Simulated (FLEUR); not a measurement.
Crystal: NiO.

```
CELL_PARAMETERS angstrom
0.00000 2.08590 2.08590
2.08590 0.00000 2.08590
2.08590 2.08590 0.00000
ATOMIC_POSITIONS crystal
Ni 0.00000 0.00000 0.00000
O 0.50000 0.50000 0.50000
```

- Program: FLEUR MaX-R8.1 (later development tree)
- Task: single point
- Functional: PBEsol
- Potentials or basis: all-electron
- Basis: FLAPW
- Kmax: 4.88 1/bohr
- k mesh: 11 × 11 × 11
- Occupations: fermi-dirac, width 0.05 eV
- Spin: collinear spin, ferromagnetic start
- Starting moments: [1.0, 0.0] μB
- Gmax: 15.1 1/bohr
- Muffin-tin radii: Ni 2.01, O 1.53 bohr
- lmax: Ni 8, O 8
- lnonsphr: Ni 8, O 8
- Local orbitals a species: Ni 5, O 3
- Max iterations: 60
- Mixing factor: 0.05
- Mixer: Anderson

On this cell: largest force zero by symmetry; net moment 1.41 μB per cell; site moments Ni +1.18; O +0.20 μB; band gap on the k mesh none (metal or under the smearing width).

The same run follows on a disturbed copy (atoms moved at random, drawn with an rms of 0.05 Å):

```
CELL_PARAMETERS angstrom
0.00000 2.08590 2.08590
2.08590 0.00000 2.08590
2.08590 2.08590 0.00000
ATOMIC_POSITIONS crystal
Ni 0.99963 0.98326 0.01952
O 0.50305 0.49315 0.49605
```

**Question.** What changes?

**Answer.** The energy (extrapolated to zero smearing) moves by +2.5 meV/atom; largest force 0.169 eV/Å; net moment 1.44 μB per cell; site moments Ni +1.20; O +0.21 μB; band gap on the k mesh none (metal or under the smearing width).

Forces on the atoms (eV/Å):
```
Ni  -0.080 -0.122  0.080
O    0.082  0.123 -0.082
```

Caveats: a cell with one magnetic atom can't hold antiferromagnetic order, which such compounds often take; semilocal functionals often make such compounds metallic where correlation or magnetic order opens a gap, which also shifts bond lengths.
